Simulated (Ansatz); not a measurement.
# PbS: moving S off its site

PbS, Fm-3m, a = 5.930 Å (as given, not relaxed at this level: 2.3 GPa). Ansatz: PBE, PAW, 420 eV, Γ-centred 10×10×10 mesh on 2 atoms, Gaussian smearing 0.03 eV; no spin polarisation.

```
CELL_PARAMETERS angstrom
0.00000 2.96500 2.96500
2.96500 0.00000 2.96500
2.96500 2.96500 0.00000
ATOMIC_POSITIONS crystal
Pb 0.00000 0.00000 0.00000
S 0.50000 0.50000 0.50000
```

Atom 2 (S) moves by x along the unit vector (0.577, 0.577, 0.577), with its periodic images; all else is held. y is the free energy of the cell over the start, F the force along the path summed over the moved atoms. Symmetry makes y even in x.

```
  x (Å) y (meV) F (eV/Å)
-0.1000        ?         ?
-0.0500     0.70      0.03
 0.0000     0.00      0.00
 0.0125     0.04     -0.01
 0.0250     0.17     -0.01
 0.0375     0.39     -0.02
 0.0625     1.12     -0.04
 0.0750     1.64     -0.05
 0.0875     2.28     -0.06
```

Question: Fit y = c2 x² + c4 x⁴ to the energies of the other rows, give the force constant, and predict energy and force of the missing row.

Answer: Least squares on the rows shown. y = 273.3 x² + 3221 x⁴. The force constant is 2 c2 = 0.547 eV/Å², for the cell as given, at 2.3 GPa (for all images moving together, not for a lone atom). With two atoms in a cubic cell this is the optical mode at Γ without the LO field: ω = 521.5 √(2 c2/μ) = 73 cm⁻¹ for μ = 27.76 u. The force −dy/dx at the missing row is 0.07 eV/Å (computed 0.07). At x = -0.1000 the fit asked for gives 3.06 meV. The run gave 3.04 meV, so the fit is 0.02 meV too high, a small miss on the scale of the series.

Spin–orbit coupling is left out, which can shift energies with elements as heavy as these.